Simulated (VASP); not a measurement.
## VASP 6.6.1 run: CdS

INCAR

```
PREC = Accurate
LASPH = .TRUE.
ISIF = 2
ISMEAR = -1
ENCUT = 520
LCHARG = .FALSE.
NSW = 0
IBRION = -1
EDIFF = 1E-7
ALGO = Conjugate
NBANDS = 16
NELM = 97
SIGMA = 0.02
LREAL = .FALSE.
GGA = PE
LWAVE = .FALSE.
```

KPOINTS

```
KPOINTS created by Atomic Simulation Environment
0
Gamma
8 8 8
0 0 0
```

POSCAR

```
Cd S
 1.0000000000000000
     0.0000000000000000    2.8804305461999999    2.8804305461999999
     2.8804305461999999    0.0000000000000000    2.8804305461999999
     2.8804305461999999    2.8804305461999999    0.0000000000000000
 Cd  S
   1   1
Cartesian
  0.0000000000000000  0.0000000000000000  0.0000000000000000
  1.4402152731000000  1.4402152731000000  1.4402152731000000
```

The recommended PBE PAW datasets give the neutral cell 18 valence electrons.

Command

```
mpirun -np 1 vasp_std
```

Question: Predict the outcome of this run.

Answer: It converged. Results: gap between bands v and c on the k mesh 1.23 eV; least direct gap on the k mesh 1.23 eV; pressure 6.0 GPa. Band v is the last that the valence electrons fill when counted band by band, and c is the next.

OSZICAR

```
N       E                     dE             d eps       ncg     rms           ort
DAV:   1     0.111565174753E+03    0.11157E+03   -0.10081E+04   464   0.112E+03
DAV:   2    -0.229596626471E+01   -0.11386E+03   -0.10724E+03   464   0.255E+02
DAV:   3    -0.658351118096E+01   -0.42875E+01   -0.42804E+01   464   0.525E+01
DAV:   4    -0.660968544155E+01   -0.26174E-01   -0.26171E-01   464   0.400E+00
DAV:   5    -0.661001326454E+01   -0.32782E-03   -0.32782E-03   464   0.424E-01
SDA:   6    -0.529212556268E+01    0.13179E+01   -0.32782E-03   464   0.290E+01   0.000E+00
CGA:   7    -0.597554401219E+01   -0.68342E+00   -0.68330E+00   464   0.227E+00   0.435E-02
CGA:   8    -0.605136811101E+01   -0.75824E-01   -0.75937E-01   464   0.408E-01  -0.781E-03
CGA:   9    -0.606796663384E+01   -0.16599E-01   -0.16607E-01   464   0.376E-02  -0.472E-04
CGA:  10    -0.606942655538E+01   -0.14599E-02   -0.14603E-02   464   0.305E-03  -0.290E-05
CGA:  11    -0.606953375353E+01   -0.10720E-03   -0.10667E-03   464   0.323E-04   0.535E-05
CGA:  12    -0.606954504704E+01   -0.11294E-04   -0.11740E-04   464   0.656E-05  -0.464E-05
CGA:  13    -0.606954657925E+01   -0.15322E-05   -0.15301E-05   464   0.880E-06   0.121E-05
SDA:  14    -0.606954677130E+01   -0.19205E-06   -0.21721E-06   464   0.287E-06   0.403E-06
CGA:  15    -0.606954697551E+01   -0.20421E-06   -0.20435E-06   464   0.142E-06  -0.460E-07
 trl  16    -0.606954697462E+01    0.88767E-09   -0.14934E-07   464   0.120E-06   0.773E-07
SDA:  17    -0.606954697064E+01    0.48742E-08   -0.14934E-07   464   0.457E-07   0.561E-07
   1 F= -.60695470E+01 E0= -.60695470E+01  d E =-.105596E-11
```

For comparison, a separate PBE run of the intended cell, on usual settings and not on those above, gives a gap of 1.23 eV on its mesh and a pressure of 5.9 GPa.
